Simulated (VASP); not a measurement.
# P (R-3m) in VASP: further runs

Runs on P. Level: PBEsol+D3(BJ). Tasks: relaxation of cell and atoms, vibrations by finite differences.

Program: VASP 6.6.1. These are calculated values, not measurements. Logs are shortened: lines on timing, memory, paths and dates and some standing lists are left out, and cuts for length are marked.

**1. The structure**

Symmetry: R-3m, No. 166, trigonal system. Conventional cell: a = 3.451 Å, b = 3.451 Å, c = 9.389 Å, α = 90.00°, β = 90.00°, γ = 120.00°. P (site symmetry 3m) is surrounded by 3 P at 2.29 Å.

This isn't the form of P at room conditions, which is orthorhombic.

**2. Relaxation of cell and atoms, PBEsol+D3(BJ), target pressure 7.4 GPa, at which the enthalpy is minimised**

Input file INCAR:

```
SYSTEM = P
ALGO = Fast
EDIFF = 1E-7
EDIFFG = -0.002
ENCUT = 520
GGA = PS
IBRION = 2
ISIF = 3
ISMEAR = 0
IVDW = 12
LASPH = .True.
LCHARG = .False.
LREAL = .False.
LWAVE = .False.
NELM = 80
NSW = 80
PREC = Accurate
PSTRESS = 74.0
SIGMA = 0.02
```

Input file KPOINTS:

```
k-points
0
Gamma
  6 6 6
  0 0 0
```

Input file POSCAR:

```
P
1.0
    1.7257251800      0.9963479000      3.1296800100
   -1.7257251800      0.9963479000      3.1296800100
    0.0000000000     -1.9926957900      3.1296800100
P
2
Direct
    0.2270802500      0.2270802500      0.2270802500
    0.7729197500      0.7729197500      0.7729197500
```

Potentials or basis: VASP PAW PBE potentials, release 64 (P).

Launch:

```
cat potpaw_PBE.64/P/POTCAR > POTCAR
mpirun -np 1 vasp_std > vasp.out
```

OUTCAR:

```text
SYSTEM = P
   EDIFF = 1E-7
   EDIFFG = -0.002
   ENCUT = 520
   GGA = PS
   IBRION = 2
   ISIF = 3
   ISMEAR = 0
   IVDW = 12
   LASPH = .True.
   LREAL = .False.
   NELM = 80
   NSW = 80
   PREC = Accurate
   PSTRESS = 74.0
 IVDW          = 12

 ion  position               nearest neighbor table
   1  0.227  0.227  0.227-   2 2.29   2 2.29   2 2.29   2 2.82   2 2.82   2 2.82
   2  0.773  0.773  0.773-   1 2.29   1 2.29   1 2.29   1 2.82   1 2.82   1 2.82

  LATTYP: Found a trigonal (rhomboedric) cell.
 ALAT       =     3.7102201417
 COS(alpha) =     0.5673129373

  Lattice vectors:

 A1 = (   1.7257251800,   0.9963479000,   3.1296800100)
 A2 = (  -1.7257251800,   0.9963479000,   3.1296800100)
 A3 = (   0.0000000000,  -1.9926957900,   3.1296800100)

Analysis of symmetry for initial positions (statically):
=====================================================================
 Subroutine PRICEL returns:
 Original cell was already a primitive cell.

 Routine SETGRP: Setting up the symmetry group for a
 trigonal (rhombohedral) supercell.

 Subroutine GETGRP returns: Found 12 space group operations
 (whereof 12 operations were pure point group operations)
 out of a pool of 12 trial point group operations.

The static configuration has the point symmetry D_3d.

Analysis of symmetry for dynamics (positions and initial velocities):
=====================================================================
 Subroutine PRICEL returns:
 Original cell was already a primitive cell.

 Routine SETGRP: Setting up the symmetry group for a
 trigonal (rhombohedral) supercell.

 Subroutine GETGRP returns: Found 12 space group operations
 (whereof 12 operations were pure point group operations)
 out of a pool of 12 trial point group operations.

The dynamic configuration has the point symmetry D_3d.

 Subroutine INISYM returns: Found 12 space group operations
 (whereof 12 operations are pure point group operations),
 and found     1 'primitive' translations

----------------------------------------------------------------------------------------

                                     Primitive cell

  volume of cell :      32.2875

  direct lattice vectors                    reciprocal lattice vectors
     1.725725180  0.996347900  3.129680010     0.289733270  0.167277582  0.106507161
    -1.725725180  0.996347900  3.129680010    -0.289733270  0.167277582  0.106507161
     0.000000000 -1.992695790  3.129680010     0.000000000 -0.334555163  0.106507162

  length of vectors
     3.710220142  3.710220142  3.710220139     0.351099605  0.351099605  0.351099605

  position of ions in fractional coordinates (direct lattice)
     0.227080250  0.227080250  0.227080250
     0.772919750  0.772919750  0.772919750

  ion indices of the primitive-cell ions
   primitive index   ion index
                 1           1
                 2           2

----------------------------------------------------------------------------------------

 KPOINTS: k-points

Automatic generation of k-mesh.
 Grid dimensions read from file:
 generate k-points for:    6    6    6

 Generating k-lattice:

  Cartesian coordinates                     Fractional coordinates (reciprocal lattice)
     0.048288878  0.027879597  0.017751194     0.166666667  0.000000000  0.000000000
    -0.048288878  0.027879597  0.017751194     0.000000000  0.166666667  0.000000000
     0.000000000 -0.055759194  0.017751194     0.000000000  0.000000000  0.166666667

  Length of vectors
     0.058516601  0.058516601  0.058516601

  Shift w.r.t. Gamma in fractional coordinates (k-lattice)
     0.000000000  0.000000000  0.000000000

 Subroutine IBZKPT returns following result:
 ===========================================

 Found     32 irreducible k-points:

 Following reciprocal coordinates:
            Coordinates               Weight
  0.000000  0.000000  0.000000      1.000000
  0.166667  0.000000  0.000000      6.000000
  0.333333  0.000000 -0.000000      6.000000
  0.500000  0.000000  0.000000      3.000000
  0.166667  0.166667  0.000000      6.000000
  0.333333  0.166667  0.000000     12.000000
[... 16 lines left out ...]
  0.500000  0.500000  0.166667      6.000000
 -0.333333  0.500000  0.166667     12.000000
 [... further k-points ...]
   k-points           NKPTS =     32   k-points in BZ     NKDIM =     32   number of bands    NBANDS=      9
   number of dos      NEDOS =    301   number of ions     NIONS =      2
   total plane-waves  NPLWV =  21952
   dimension x,y,z NGX =    28 NGY =   28 NGZ =   28
   dimension x,y,z NGXF=    56 NGYF=   56 NGZF=   56
   ions per type =               2
   NGX,Y,Z   is equivalent  to a cutoff of  12.55, 12.55, 12.55 a.u.
   NGXF,Y,Z  is equivalent  to a cutoff of  25.09, 25.09, 25.09 a.u.
 SYSTEM =  P
   PREC   = accura    normal or accurate (medium, high low for compatibility)
   ISTART =      0    job   : 0-new  1-cont  2-samecut
   ICHARG =      2    charge: 1-file 2-atom 10-const
   ISPIN  =      1    spin polarized calculation?
   LNONCOLLINEAR =      F non collinear calculations
   LSORBIT =      F    spin-orbit coupling
   LASPH  =      T    aspherical Exc in radial PAW
   ENCUT  =  520.0 eV  38.22 Ry    6.18 a.u.   6.90  6.90  6.90*2*pi/ulx,y,z
   NELM   =     80;   NELMIN=  2; NELMDL= -5     # of ELM steps
   EDIFF  = 0.1E-06   stopping-criterion for ELM
   LREAL  =      F    real-space projection
   EDIFFG = -.2E-02   stopping-criterion for IOM
   NSW    =     80    number of steps for IOM
   IBRION =      2    ionic relax: 0-MD 1-quasi-New 2-CG
   NFREE  =      1    steps in history (QN), initial steepest desc. (CG)
   ISIF   =      3    stress and relaxation
   ISYM   =      2    0-nonsym 1-usesym 2-fastsym
   POTIM  = 0.5000    time-step for ionic-motion
   TEBEG  =    0.0;   TEEND  =   0.0 temperature during run
   PSTRESS=   74.0 pullay stress
   NELECT =      10.0000    total number of electrons
   NUPDOWN=      -1.0000    fix difference up-down
   EMIN   =  10.00;   EMAX   =-10.00  energy-range for DOS
   EFERMI =   0.00;   METHOD = LEGACY
   ISMEAR =     0;   SIGMA  =   0.02  broadening in eV -4-tet -1-fermi 0-gaus
   EFERMI_NEDOS =   21; number of points for ismear=-14 and -15
   IALGO  =     68    algorithm
   IMIX   =      4    mixing-type and parameters
     AMIX     =   0.40;   BMIX     =  1.00
     AMIX_MAG =   1.60;   BMIX_MAG =  1.00
  volume/ion in A,a.u.               =      16.14       108.94
  Fermi-wavevector in a.u.,A,eV,Ry     =   1.107636  2.093128 16.692396  1.226857
  Thomas-Fermi vector in A             =   2.244152
   LORBIT       =      0    0 simple, 1 ext, 2 COOP (PROOUT), +10 PAW based schemes
   GGA     = PS    functional components
   LHFCALC =     F    Hartree Fock is set to
   AEXX    =    0.0000 exact exchange contribution
   IVDW    =    12    specifies the selected vdW correction
   LEPSILON=     F    determine dielectric tensor
   LRPA    =     F    only Hartree local field effects (RPA)
 conjugate gradient relaxation of ions
 non-spin polarized calculation
 RMM-DIIS sequential band-by-band and
 Gauss-broadening in eV      SIGMA  =   0.02
  energy-cutoff  :      520.00
  volume of cell :       32.29
 maximum number of plane-waves:       883
   NGX = 13   NGY = 13   NGZ = 13

--------------------------------------- Ionic step        1  -------------------------------------------

 number of electron      10.0000000 magnetization

 Free energy of the ion-electron system (eV)
  ---------------------------------------------------
  ext. energy  EPLUGINS =         0.00000000
  ---------------------------------------------------
  free energy    TOTEN  =       -11.58533925 eV

  energy without entropy =      -11.58523437  energy(sigma->0) =      -11.58528681

 E-fermi :   8.9797     XC(G=0): -10.8758

 val. band max:        8.9067564664   @ k =   0.5000   0.5000   0.0000
 cond. band min:       8.9797001911   @ k =   0.3333   0.3333   0.3333
 fundamental gap:      0.0729437247
 Fermi energy:         8.9796854281

 k-point     1 :       0.0000    0.0000    0.0000
  band No.  band energies     occupation
      1      -7.6175      2.00000
      2       5.3057      2.00000
      3       5.7509      2.00000
      4       6.0369      2.00000
      5       6.0369      2.00000
      6      10.2417      0.00000
      7      11.5467      0.00000
      8      11.5467      0.00000
      9      14.6725      0.00000
[... 265 lines left out ...]
 k-point    24 :      -0.3333    0.5000    0.1667
  band No.  band energies     occupation
      1      -3.5819      2.00000
      2      -1.5076      2.00000
      3       1.2549      2.00000
      4       2.3090      2.00000
      5       6.2279      2.00000
      6      10.9483      0.00000
      7      11.9700      0.00000
      8      15.7665      0.00000
      9      16.0809      0.00000

 [... further k-points ...]

------------------------ aborting loop because EDIFF is reached ----------------------------------------

 Edisp (eV)   -0.70006

 E8    (eV) :    -0.4152

  FORCE on cell =-STRESS in cart. coord.  units (eV):
  Direction    XX          YY          ZZ          XY          YZ          ZX
  --------------------------------------------------------------------------------------
  -------------------------------------------------------------------------------------
  Total      -1.06866    -1.06866    -1.35680    -0.00000    -0.00000     0.00000
  in kB     -53.02932   -53.02932   -67.32759    -0.00000    -0.00000     0.00000
  external pressure =     -131.80 kB  Pullay stress =       74.00 kB
[... 101 lines left out ...]
  FREE ENERGIE OF THE ION-ELECTRON SYSTEM (eV)
  ---------------------------------------------------
  free  energy   TOTEN  =       -12.2800679585 eV

  energy  without entropy=      -12.2800678821  energy(sigma->0) =      -12.28006792

  enthalpy is  TOTEN    =       -10.9687637900 eV   P V=        1.3113041685

[... ionic steps 4 to 11 ...]

--------------------------------------- Ionic step       12  -------------------------------------------

 number of electron      10.0000000 magnetization

------------------------ aborting loop because EDIFF is reached ----------------------------------------

 Edisp (eV)   -0.83663

 E8    (eV) :    -0.4965
[... 73 lines left out ...]
  enthalpy is  TOTEN    =       -11.0579685581 eV   P V=        1.2524484499

--------------------------------------- Ionic step       14  -------------------------------------------

 number of electron      10.0000000 magnetization

 Free energy of the ion-electron system (eV)
  ---------------------------------------------------
  ext. energy  EPLUGINS =         0.00000000
  ---------------------------------------------------
  free energy    TOTEN  =       -11.47389748 eV

  energy without entropy =      -11.47373103  energy(sigma->0) =      -11.47381425

 E-fermi :  11.1833     XC(G=0): -11.6691

 val. band max:       11.1737979871   @ k =   0.3333   0.3333   0.3333
 cond. band min:      11.2917800830   @ k =   0.3333   0.1667   0.1667
 fundamental gap:      0.1179820959
 Fermi energy:        11.1833367115

 k-point     1 :       0.0000    0.0000    0.0000
  band No.  band energies     occupation
      1      -6.7141      2.00000
      2       8.1304      2.00000
      3       8.3877      2.00000
      4       8.3877      2.00000
      5       9.7393      2.00000
      6      13.5869      0.00000
      7      14.5774      0.00000
      8      14.5774      0.00000
      9      16.6416      0.00000
[... 265 lines left out ...]
 k-point    24 :      -0.3333    0.5000    0.1667
  band No.  band energies     occupation
      1      -1.4927      2.00000
      2       0.5025      2.00000
      3       2.1898      2.00000
      4       3.5937      2.00000
      5       8.6492      2.00000
      6      13.4845      0.00000
      7      14.3685      0.00000
      8      19.1478      0.00000
      9      19.9032      0.00000

 [... further k-points ...]

------------------------ aborting loop because EDIFF is reached ----------------------------------------

 Edisp (eV)   -0.83658

 E8    (eV) :    -0.4964

  FORCE on cell =-STRESS in cart. coord.  units (eV):
  Direction    XX          YY          ZZ          XY          YZ          ZX
  --------------------------------------------------------------------------------------
  -------------------------------------------------------------------------------------
  Total       1.25180     1.25180     1.25119     0.00000     0.00000     0.00000
  in kB      73.95869    73.95869    73.92213     0.00000     0.00000     0.00000
  external pressure =       -0.05 kB  Pullay stress =       74.00 kB
[... 17 lines left out ...]
  FREE ENERGIE OF THE ION-ELECTRON SYSTEM (eV)
  ---------------------------------------------------
  free  energy   TOTEN  =       -12.3104726905 eV

  energy  without entropy=      -12.3103062446  energy(sigma->0) =      -12.31038947

  enthalpy is  TOTEN    =       -11.0579688636 eV   P V=        1.2525038269

 reached required accuracy - stopping structural energy minimisation
```

Wall time 85 s (1 thread of Intel Xeon Platinum 8375C at 2.90GHz (Ice Lake), shared host); peak memory 0.16 GiB.

What came out:

```yaml
Free_energy: -12.3105 eV
Relaxed_volume: 13.56 Å³/atom
Relaxed_cell: a = 3.422 Å, b = 3.422 Å, c = 3.422 Å, α = 58.13°, β = 58.13°, γ = 58.13°
Space_group_after_relaxing_to_0.05_Å: R-3m (No. 166)
Energy_change_on_relaxing_the_enthalpy_is_what_falls: -12.5 meV/atom
Ionic_steps: 14
Pressure_after_relaxing: 7.4 GPa
Band_gap_on_the_k_mesh: none (metal or under the smearing width)
Dispersion_energy_per_atom: -0.418 eV
```

Step by step:
```
step  energy change (eV)  largest force (eV/Å)  pressure (GPa)  volume (Å³)
   1              0.0000                0.0166           -5.78        32.29
   2              0.1488                1.5212           18.53        26.47
   3              0.0053                0.8423            6.61        28.39
   4              0.0127                0.8968            7.53        28.22
   5             -0.0105                0.5054            8.67        27.31
   6              0.0147                0.0491           11.38        26.44
   7              0.0037                0.1797           10.77        26.64
   8             -0.0446                0.2643            3.27        27.77
   9             -0.0253                0.0285            7.31        27.13
  10             -0.0255                0.0012            7.36        27.13
  11             -0.0255                0.0040            7.36        27.13
  12             -0.0250                0.0029            7.42        27.12
  13             -0.0250                0.0030            7.42        27.12
  14             -0.0251                0.0016            7.39        27.12
```

Final structure:
```
P
1.0
     1.66242    0.95980    2.83261
    -1.66242    0.95980    2.83261
     0.00000   -1.91959    2.83261
P
2
Cartesian
  0.0000 0.0000 2.0028
  0.0000 0.0000 6.4950
```

Levels at points of the mesh, in eV from the Fermi level:
```tsv
k point	band 3	band 4	band 5	band 6	band 7	band 8
(0.00, 0.00, 0.00)	-2.80	-2.80	-1.44	2.40	3.39	3.39
(0.50, 0.00, 0.00)	-3.31	-2.96	-1.31	-0.57	0.70	1.08
(0.50, 0.50, 0.00)	-7.50	-6.21	-6.07	-0.39	7.94	8.54
(0.50, 0.50, 0.50)	-2.64	-2.64	-0.95	-0.95	0.92	2.33
```

Caveat: the k mesh is coarse (spacing up to 0.37 Å⁻¹), so the values aren't converged; the cell is relaxed towards a set pressure, so the enthalpy falls and the energy may rise; the volume moved by over 15 % at a fixed basis, so the end points are rough; the PAW data sets were made with another functional, which shifts forces and pressure a little; pairwise dispersion overbinds metals, which lowers pressure and volume.

**3. Relaxation of cell and atoms, PBEsol+D3(BJ), target pressure 7.4 GPa, at which the enthalpy is minimised**

This run uses another cell than the first one, of 13.56 Å³/atom, 0.840 times its volume.

INCAR is that of step 2.

KPOINTS is that of step 2.

Input file POSCAR:

```
P                                       
1.0
    1.6624174368      0.9597971575      2.8326122601
   -1.6624174368      0.9597971575      2.8326122601
   -0.0000000000     -1.9195943043      2.8326122597
  P             
     2
Direct
     0.2356822477985612    0.2356822477985612    0.2356822477987981
     0.7643177522014387    0.7643177522014387    0.7643177522012019
```

Potentials or basis: VASP PAW PBE potentials, release 64 (P).

Launch:

```
cat potpaw_PBE.64/P/POTCAR > POTCAR
mpirun -np 1 vasp_std > vasp.out
```

It took 16 s on 1 thread of Intel Xeon Platinum 8375C at 2.90GHz (Ice Lake), shared host; peak memory 0.15 GiB.

Results (log left out):

```
Free energy                                            : -12.3091 eV
Relaxed volume                                         : 13.56 Å³/atom
Relaxed cell                                           : a = 3.421 Å, b = 3.421 Å, c = 3.421 Å, α = 58.14°, β = 58.14°, γ = 58.14°
Space group after relaxing (to 0.05 Å)                 : R-3m (No. 166)
Energy change on relaxing (the enthalpy is what falls) : +0.1 meV/atom
Ionic steps                                            : 2
Pressure after relaxing                                : 7.4 GPa
Band gap on the k mesh                                 : none (metal or under the smearing width)
Dispersion energy per atom                             : -0.418 eV
```

Step by step:
```
step  energy change (eV)  largest force (eV/Å)  pressure (GPa)  volume (Å³)
   1              0.0000                0.0007            7.38        27.12
   2              0.0003                0.0017            7.42        27.11
```

Final structure:
```
P
1.0
     1.66234    0.95975    2.83223
    -1.66234    0.95975    2.83223
     0.00000   -1.91950    2.83223
P
2
Direct
  0.23568 0.23568 0.23568
  0.76432 0.76432 0.76432
```

Levels at points of the mesh, in eV from the Fermi level:
```csv
k point,band 2,band 3,band 4,band 5,band 6,band 7,band 8,band 9
"(0.00, 0.00, 0.00)",-3.05,-2.80,-2.80,-1.44,2.40,3.39,3.39,5.46
"(0.50, 0.00, 0.00)",-13.02,-3.31,-2.96,-1.31,-0.57,0.70,1.08,10.59
"(0.50, 0.50, 0.00)",-10.33,-7.50,-6.21,-6.07,-0.39,7.94,8.54,9.10
"(0.50, 0.50, 0.50)",-12.50,-2.64,-2.64,-0.95,-0.95,0.92,2.33,10.56
```

Caveat: the k mesh is coarse (spacing up to 0.38 Å⁻¹), so the values aren't converged; the cell is relaxed towards a set pressure, so the enthalpy falls and the energy may rise; the PAW data sets were made with another functional, which shifts forces and pressure a little; pairwise dispersion overbinds metals, which lowers pressure and volume.

**4. Vibrations by finite differences, PBEsol+D3(BJ)**

This run uses another cell than the first one, of 13.56 Å³/atom, 0.840 times its volume.

Input file INCAR:

```
PREC = Accurate
ENCUT = 520
EDIFF = 1E-8
ISMEAR = 0
SIGMA = 0.02
LREAL = F
LASPH = T
NELM = 80
ALGO = Fast
ISIF = 2
LWAVE = F
LCHARG = F
GGA = PS
IVDW = 12
NBANDS = 12
IBRION = 6
NFREE = 2
POTIM = 0.015
NSW = 1
```

Input file KPOINTS:

```
regular mesh
0
Gamma
  6 6 6
```

Input file POSCAR:

```
P                                       
1.0
    1.6623396178      0.9597522288      2.8322265427
   -1.6623396178      0.9597522288      2.8322265427
    0.0000000000     -1.9195044465      2.8322265422
  P             
     2
Direct
     0.2356782933268191    0.2356782933268191    0.2356782933270535
     0.7643217066731809    0.7643217066731809    0.7643217066729464
```

Launch:

```
cat potpaw_PBE.64/P/POTCAR > POTCAR
mpirun -np 1 vasp_std > vasp.out
```

It took 88 s on 1 thread of Intel Xeon Platinum 8375C at 2.90GHz (Ice Lake), shared host; peak memory 0.18 GiB.

The run converged. Its results:

```yaml
Highest_phonon_frequency_at_Γ: 409 cm⁻¹
Dispersion_energy_per_atom: -0.418 eV
```

Phonon frequencies in cm⁻¹ (negative: imaginary):
```csv
q point,frequencies
"(0.000, 0.000, 0.000)",0 0 0 309 309 409
```

Caveat: the k mesh is coarse (spacing up to 0.38 Å⁻¹), so the values aren't converged; the PAW data sets were made with another functional, which shifts forces and pressure a little; pairwise dispersion overbinds metals, which lowers pressure and volume.
